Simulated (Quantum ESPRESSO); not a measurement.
# GaSb: zone-centre phonons under several settings

```
CELL_PARAMETERS angstrom
0.00000 3.05900 3.05900
3.05900 0.00000 3.05900
3.05900 3.05900 0.00000
ATOMIC_POSITIONS crystal
Sb 0.75000 0.75000 0.75000
Ga 0.00000 0.00000 0.00000
```

All runs used Quantum ESPRESSO 7.5; k mesh 8 × 8 × 8; no spin polarisation; cutoff 1088 eV.

```tsv
level	potentials	geometry	occupations	volume (Å³/atom)	pressure (GPa)	lowest optical mode without the field (cm⁻¹)
WC	PseudoDojo 0.4.1 SR PBE standard	relaxed cell	cold, width 0.136 eV	28.58	0.0	220
PBEsol	PseudoDojo 0.4.1 SR PBEsol standard	relaxed cell	cold, width 0.2 eV	28.51	0.0	215
vdW-DF-cx	PseudoDojo 0.4.1 SR PBE standard	given cell, atoms relaxed	cold, width 0.2 eV	28.62	?	?
```

What stands in the row left open?

Pressure 0.1 GPa; lowest optical mode without the field 215 cm⁻¹.

Caveats: the potentials were made for another functional, which shifts forces and pressure (some runs).

For the row left open. Caveat: the potentials were made for another functional, which shifts forces and pressure.
